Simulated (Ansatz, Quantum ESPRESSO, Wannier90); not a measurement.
# zigzag Si chain, bond 2.20 Å, width 1.6 Å: Wannier functions and conductance, part 4 of 5

How many channels does the wire offer, and does a small Wannier basis get them right? The wire: zigzag Si chain, bond 2.20 Å, width 1.6 Å.

Quantum ESPRESSO 7.5 and Wannier90 3.1.0; plane-wave DFT, PBE, GBRV ultrasoft pseudopotentials; cross-check by Ansatz 0.2.0 with PAW datasets.

So far. Step 2 (Self-consistent run): The run needed 11 iterations to bring the estimated error under 1e-07 Ry; the largest force on any atom, held or free, is 2.24 eV/Å. Step 6 (Localisation, bands and conductance): Bands and channels are those of the Wannier model: bands that were not projected, and all outside the frozen window, are missing or only approximate.

**9. Wannier functions and transport, with dis_froz_max − E_F = -2.0**

Level of this step: maximally localised Wannier functions and ballistic conductance; plane-wave DFT, PBE, GBRV ultrasoft pseudopotentials (Wannier90).

How much does a setting matter? One run is repeated with a change.

Contents of wan_w.win:

```
num_wann = 8
num_bands = 18
num_iter = 200
num_print_cycles = 20
conv_tol = 1e-8
conv_window = 5
guiding_centres = true
dis_num_iter = 1500
dis_conv_tol = 1e-8
dis_win_min = -13.9648
dis_win_max = 6.0352
dis_froz_max = -4.9648
search_shells = 120
fermi_energy = -2.9648

transport = true
transport_mode = bulk
one_dim_axis = z
dist_cutoff = 18.02
dist_cutoff_mode = one_dim
tran_win_min = -4.0
tran_win_max = 2.0
tran_energy_step = 0.02

bands_plot = true
bands_num_points = 96
begin kpoint_path
G 0.0 0.0 0.0 Z 0.0 0.0 0.5
end kpoint_path

begin projections
Si:s;p
end projections

begin unit_cell_cart
ang
  9.0000000000 0.0000000000 0.0000000000
  0.0000000000 8.0000000000 0.0000000000
  0.0000000000 0.0000000000 3.0199337741
end unit_cell_cart

begin atoms_frac
  Si -0.0888888889 0.0000000000 0.0000000000
  Si 0.0888888889 0.0000000000 0.5000000000
end atoms_frac

mp_grid = 1 1 12
begin kpoints
  0.0 0.0 0.0000000000
  0.0 0.0 0.0833333333
  0.0 0.0 0.1666666667
  0.0 0.0 0.2500000000
  0.0 0.0 0.3333333333
  0.0 0.0 0.4166666667
  0.0 0.0 0.5000000000
  0.0 0.0 0.5833333333
  0.0 0.0 0.6666666667
  0.0 0.0 0.7500000000
  0.0 0.0 0.8333333333
  0.0 0.0 0.9166666667
end kpoints
```

Run with:

```sh
> OMP_NUM_THREADS=1 wannier90.x wan_w > wan_w.run.log
```

The program printed:

```text
[banner, memory and clock lines left out]
+---------------------------------------------------+
             |                                                   |
             |                   WANNIER90                       |
             |                                                   |
             +---------------------------------------------------+
             |                                                   |
             |        Welcome to the Maximally-Localized         |
             |        Generalized Wannier Functions code         |
             |                             |
             |                                                   |
             |                                                   |
             |  Wannier90 Developer Group:                       |
             |    Giovanni Pizzi    (EPFL)                       |
             |    Valerio Vitale    (Cambridge)                  |
             |    David Vanderbilt  (Rutgers University)         |
             |    Nicola Marzari    (EPFL)                       |
             |    Ivo Souza         (Universidad del Pais Vasco) |
             |    Arash A. Mostofi  (Imperial College London)    |
             |    Jonathan R. Yates (University of Oxford)       |
             |                                                   |
             |  For the full list of Wannier90 3.x authors,      |
             |  please check the code documentation and the      |
             |  README on the GitHub page of the code            |
             |                                                   |
             |                                                   |
             |                                                   |
             |  [ref] "Wannier90 as a community code:            |
             |        new features and applications",            |
             |        165902 (2020).                             |
             |            |
             |                                                   |
             |  in any publications arising from the use of      |
             |                                                   |
             |  [ref] "Maximally Localized Generalised Wannier   |
             |         Functions for Composite Energy Bands"     |
             |         N. Marzari and D. Vanderbilt              |
             |         Phys. Rev. B 56 12847 (1997)              |
             |                                                   |
             |  [ref] "Maximally Localized Wannier Functions     |
             |         for Entangled Energy Bands"               |
             |         I. Souza, N. Marzari and D. Vanderbilt    |
             |         Phys. Rev. B 65 035109 (2001)             |
             |                                                   |
             |                                                   |
             | Copyright (c) 1996-2020                           |
             |        The Wannier90 Developer Group and          |
             |        individual contributors                    |
             |                                                   |
             |      Release: 3.1.0        5th March    2020      |
             |                                                   |
             | This program is free software; you can            |
             | redistribute it and/or modify it under the terms  |
             | of the GNU General Public License as published by |
             | the Free Software Foundation; either version 2 of |
             | the License, or (at your option) any later version|
             |                                                   |
             | This program is distributed in the hope that it   |
             | will be useful, but WITHOUT ANY WARRANTY; without |
             | even the implied warranty of MERCHANTABILITY or   |
             | FITNESS FOR A PARTICULAR PURPOSE. See the GNU     |
             | General Public License for more details.          |
             |                                                   |
             | You should have received a copy of the GNU General|
             | Public License along with this program; if not,   |
             | write to the Free Software Foundation, Inc.,      |
             | 675 Mass Ave, Cambridge, MA 02139, USA.           |
             |                                                   |
             +---------------------------------------------------+
[date or host left out]
             +---------------------------------------------------+

 ******************************************************************************
 * -> Using CODATA 2006 constant values                                       *
 *    (                      *
 * -> Using Bohr value from CODATA                                            *
 ******************************************************************************

 Running in serial (with parallel executable)

                                    ------
                                    SYSTEM
                                    ------

                              Lattice Vectors (Ang)
                    a_1     9.000000   0.000000   0.000000
                    a_2     0.000000   8.000000   0.000000
                    a_3     0.000000   0.000000   3.019934

                   Unit Cell Volume:     217.43523  (Ang^3)

                        Reciprocal-Space Vectors (Ang^-1)
                    b_1     0.698132   0.000000   0.000000
                    b_2     0.000000   0.785398   0.000000
                    b_3     0.000000   0.000000   2.080571

 *----------------------------------------------------------------------------*
 |   Site       Fractional Coordinate          Cartesian Coordinate (Ang)     |
 +----------------------------------------------------------------------------+
 | Si   1  -0.08889   0.00000   0.00000   |   -0.80000   0.00000   0.00000    |
 | Si   2   0.08889   0.00000   0.50000   |    0.80000   0.00000   1.50997    |
 *----------------------------------------------------------------------------*
                                ------------
                                K-POINT GRID
                                ------------

             Grid size =  1 x  1 x 12      Total points =   12

 *---------------------------------- MAIN ------------------------------------*
 |  Number of Wannier Functions               :                 8             |
 |  Number of Objective Wannier Functions     :                 8             |
 |  Number of input Bloch states              :                18             |
[...]
20    -0.101E-01     0.2952785450       17.0286668931       0.12  <-- CONV
        O_D=      0.1277301 O_OD=      4.6481947 O_TOT=     17.0286669 <-- SPRD
 Delta: O_D=  0.1557708E-03 O_OD= -0.1021784E-01 O_TOT= -0.1006206E-01 <-- DLTA
 Cycle:     40
[...]
Sum of centres and spreads ( -0.000000,  0.000000,  6.039868 )    16.96126688

     40    -0.188E-03     0.0490379250       16.9612668921       0.13  <-- CONV
        O_D=      0.1309913 O_OD=      4.5775335 O_TOT=     16.9612669 <-- SPRD
 Delta: O_D=  0.1271867E-03 O_OD= -0.3150588E-03 O_TOT= -0.1878721E-03 <-- DLTA
 Cycle:     60
[...]
Sum of centres and spreads ( -0.000000,  0.000000,  6.039867 )    16.96059676

     60    -0.378E-05     0.0077029361       16.9605967708       0.15  <-- CONV
        O_D=      0.1317567 O_OD=      4.5760980 O_TOT=     16.9605968 <-- SPRD
 Delta: O_D=  0.1806126E-04 O_OD= -0.2184619E-04 O_TOT= -0.3784931E-05 <-- DLTA
 Cycle:     80
[...]
Sum of centres and spreads ( -0.000000,  0.000000,  6.039867 )    16.96058307

     80    -0.432E-07     0.0006096396       16.9605830771       0.16  <-- CONV
        O_D=      0.1318541 O_OD=      4.5759868 O_TOT=     16.9605831 <-- SPRD
 Delta: O_D=  0.3166519E-05 O_OD= -0.3209696E-05 O_TOT= -0.4317751E-07 <-- DLTA
 Cycle:    100
[...]
Sum of centres and spreads (  0.000001,  0.000001,  6.039822 )    16.96056698

    100    -0.486E-05     0.0057934872       16.9605669841       0.18  <-- CONV
        O_D=      0.1318488 O_OD=      4.5759760 O_TOT=     16.9605670 <-- SPRD
 Delta: O_D= -0.1534532E-04 O_OD=  0.1048339E-04 O_TOT= -0.4861927E-05 <-- DLTA

 Writing checkpoint file wan_w.chk... done

 Cycle:    120
[...]
Sum of centres and spreads (  0.041870,  0.000046,  6.037742 )    15.86980203

    120    -0.862E-01     0.9494236111       15.8698020396       0.19  <-- CONV
        O_D=      0.1028556 O_OD=      3.5142043 O_TOT=     15.8698020 <-- SPRD
 Delta: O_D=  0.3260572E-02 O_OD= -0.8945373E-01 O_TOT= -0.8619316E-01 <-- DLTA
 Cycle:    140
[...]
Sum of centres and spreads (  0.015263,  0.000074,  6.041619 )    15.25121597

    140    -0.347E-02     0.2831457819       15.2512159799       0.21  <-- CONV
        O_D=      0.0596099 O_OD=      2.9388640 O_TOT=     15.2512160 <-- SPRD
 Delta: O_D= -0.2446403E-02 O_OD= -0.1025396E-02 O_TOT= -0.3471799E-02 <-- DLTA
 Cycle:    160
[...]
Sum of centres and spreads (  0.003386,  0.000102,  6.040790 )    15.22753923

    160    -0.425E-03     0.0680243716       15.2275392421       0.22  <-- CONV
        O_D=      0.0567524 O_OD=      2.9180447 O_TOT=     15.2275392 <-- SPRD
 Delta: O_D= -0.9655954E-04 O_OD= -0.3287068E-03 O_TOT= -0.4252664E-03 <-- DLTA
 Cycle:    180
[...]
Sum of centres and spreads (  0.000621,  0.000147,  6.040263 )    15.22336280

    180    -0.751E-04     0.0289838042       15.2233628081       0.23  <-- CONV
        O_D=      0.0565623 O_OD=      2.9140584 O_TOT=     15.2233628 <-- SPRD
 Delta: O_D=  0.2542514E-04 O_OD= -0.1005653E-03 O_TOT= -0.7514020E-04 <-- DLTA
 Cycle:    200
[...]
Sum of centres and spreads (  0.000120,  0.000211,  6.040038 )    15.22259850

    200    -0.192E-04     0.0209376947       15.2225985133       0.25  <-- CONV
        O_D=      0.0564112 O_OD=      2.9134452 O_TOT=     15.2225985 <-- SPRD
 Delta: O_D= -0.1165799E-04 O_OD= -0.7495843E-05 O_TOT= -0.1915384E-04 <-- DLTA

 Writing checkpoint file wan_w.chk... done

 Final State
  WF centre and spread    1  ( -0.660552, -0.000337,  0.719756 )     1.77758262
  WF centre and spread    2  ( -0.672223, -0.000320, -0.722861 )     1.78713545
  WF centre and spread    3  ( -1.778116, -0.000072,  0.003196 )     2.10793632
  WF centre and spread    4  ( -0.777427,  0.000969,  0.000000 )     1.93837275
  WF centre and spread    5  (  0.660749,  0.000035,  2.229801 )     1.77741011
  WF centre and spread    6  (  0.672147,  0.000035,  0.787139 )     1.78761125
  WF centre and spread    7  (  1.778115,  0.000007,  1.513040 )     2.10817676
  WF centre and spread    8  (  0.777427, -0.000107,  1.509967 )     1.93837324
  Sum of centres and spreads (  0.000120,  0.000211,  6.040038 )    15.22259850

         Spreads (Ang^2)       Omega I      =    12.252742109
        ================       Omega D      =     0.056411163
                               Omega OD     =     2.913445241
    Final Spread (Ang^2)       Omega Total  =    15.222598513
 Time for wannierise            0.141 (sec)

 Writing checkpoint file wan_w.chk... done

 *---------------------------------------------------------------------------*
 |                               PLOTTING                                    |
 *---------------------------------------------------------------------------*

 Translated centres
    translation centre in fractional coordinate:  0.000000  0.000000  0.250000
  WF centre     1  ( -0.660552, -0.000337,  0.719756 )
  WF centre     2  ( -0.672223, -0.000320, -0.722861 )
  WF centre     3  ( -1.778116, -0.000072,  0.003196 )
  WF centre     4  ( -0.777427,  0.000969,  0.000000 )
  WF centre     5  (  0.660749,  0.000035,  2.229801 )
  WF centre     6  (  0.672147,  0.000035,  0.787139 )
  WF centre     7  (  1.778115,  0.000007,  1.513040 )
  WF centre     8  (  0.777427, -0.000107,  1.509967 )

 Calculating interpolated band-structure

 Time to calculate interpolated band structure       0.008 (sec)

 Time for plotting              0.012 (sec)

 *---------------------------------------------------------------------------*
 |                              TRANSPORT                                    |
 *---------------------------------------------------------------------------*

 Calculation of Quantum Conductance and DoS: bulk mode

 Maximum imaginary part of the real-space Hamiltonian:     0.000092

     Maximum real part of the real-space Hamiltonian at each lattice point
            Lattice point R           Max |H_ij(R)|
                  -7                     0.000000
                  -6                     0.004326
                  -5                     0.008228
                  -4                     0.019521
                  -3                     0.060743
                  -2                     0.334908
                  -1                     4.112883
                   0                     4.311427
                   1                     4.112883
                   2                     0.334908
                   3                     0.060743
                   4                     0.019521
                   5                     0.008228
                   6                     0.004326
                   7                     0.000000

 Number of unit cells inside the principal layer:     6
 Number of Wannier Functions inside the principal layer:    48

 Calculating quantum conductance and density of states... done

 Time for transport             2.647 (sec)
 Total Execution Time           2.946 (sec)

 *===========================================================================*
 |                             TIMING INFORMATION                            |
 *===========================================================================*
 |    Tag                                                Ncalls      Time (s)|
 |---------------------------------------------------------------------------|
 |kmesh: get                                        :         1         0.014|
 |overlap: allocate                                 :         1         0.000|
 |overlap: read                                     :         1         0.020|
 |dis: main                                         :         1         0.108|
 |wann: main                                        :         1         0.141|
 |plot: main                                        :         1         0.012|
 |tran: main                                        :         1         2.647|
 *---------------------------------------------------------------------------*

 All done: wannier90 exiting
[key lines of the parts left out:]
|  Fermi energy (eV)                         :            -2.965             |
```

Wall time 3.4 s (1 MPI rank of Arm Neoverse V1, shared host); peak memory 0.09 GiB.

The changed values were drawn from a wide range, not chosen for quality; the comparison shows what they did here together.

The total spread is 15.2 against 15.7 Å². Between −2 and 1.5 eV the channel count differs from the first run's at 5 % of the energies, and at the Fermi level it is 4 against 4. The frozen window now ends below the Fermi level, so the states there are no longer held.

**10. Neighbour list from wannier90 -pp, with dis_win_max − E_F = -1.0**

Another try, with an input changed as a hurried user might.

Contents of wan_bad.win:

```
num_wann = 8
num_bands = 18
num_iter = 200
num_print_cycles = 20
conv_tol = 1e-8
conv_window = 5
guiding_centres = true
dis_num_iter = 1500
dis_conv_tol = 1e-8
dis_win_min = -13.9648
dis_win_max = -3.9648
dis_froz_max = -1.4648
search_shells = 120
fermi_energy = -2.9648

transport = true
transport_mode = bulk
one_dim_axis = z
dist_cutoff = 18.02
dist_cutoff_mode = one_dim
tran_win_min = -4.0
tran_win_max = 2.0
tran_energy_step = 0.02

bands_plot = true
bands_num_points = 96
begin kpoint_path
G 0.0 0.0 0.0 Z 0.0 0.0 0.5
end kpoint_path

begin projections
Si:s;p
end projections

begin unit_cell_cart
ang
  9.0000000000 0.0000000000 0.0000000000
  0.0000000000 8.0000000000 0.0000000000
  0.0000000000 0.0000000000 3.0199337741
end unit_cell_cart

begin atoms_frac
  Si -0.0888888889 0.0000000000 0.0000000000
  Si 0.0888888889 0.0000000000 0.5000000000
end atoms_frac

mp_grid = 1 1 12
begin kpoints
  0.0 0.0 0.0000000000
  0.0 0.0 0.0833333333
  0.0 0.0 0.1666666667
  0.0 0.0 0.2500000000
  0.0 0.0 0.3333333333
  0.0 0.0 0.4166666667
  0.0 0.0 0.5000000000
  0.0 0.0 0.5833333333
  0.0 0.0 0.6666666667
  0.0 0.0 0.7500000000
  0.0 0.0 0.8333333333
  0.0 0.0 0.9166666667
end kpoints
```

Run with:

```sh
> OMP_NUM_THREADS=1 wannier90.x -pp wan_bad > wan_bad.pp.log
```

Elapsed: 0.46 s, on 1 MPI rank; peak memory 0.09 GiB.

**11. Overlaps and projections**

The same post-processing, on the changed run.

Contents of wan_bad.p2w.in:

```
&inputpp
  prefix = 'nscf'
  outdir = './out'
  seedname = 'wan_bad'
  write_mmn = .true.
  write_amn = .true.
  write_unk = .false.
/
```

Run with:

```sh
> OMP_NUM_THREADS=1 mpirun -n 2 pw2wannier90.x -in wan_bad.p2w.in > wan_bad.p2w.out
```

Wall time 4.3 s (2 MPI ranks); peak memory 0.11 GiB.

[end of part 4 of 5]

[Logs are printed without paths, hosts, clocks, repeated set-up lines and the standing remarks that a program may print on its own settings, such as how far it seeks lower states.]

[Hosts, paths, dates, database ids (printed as entryN), source tags and the programs' standing remarks are cut or masked in the printed files.]

[Maps of the electrostatic potential energy from Ansatz leave out the sawtooth potential of an applied field or a dipole correction, so their vacuum need not be flat; planar profiles and work functions include it.]
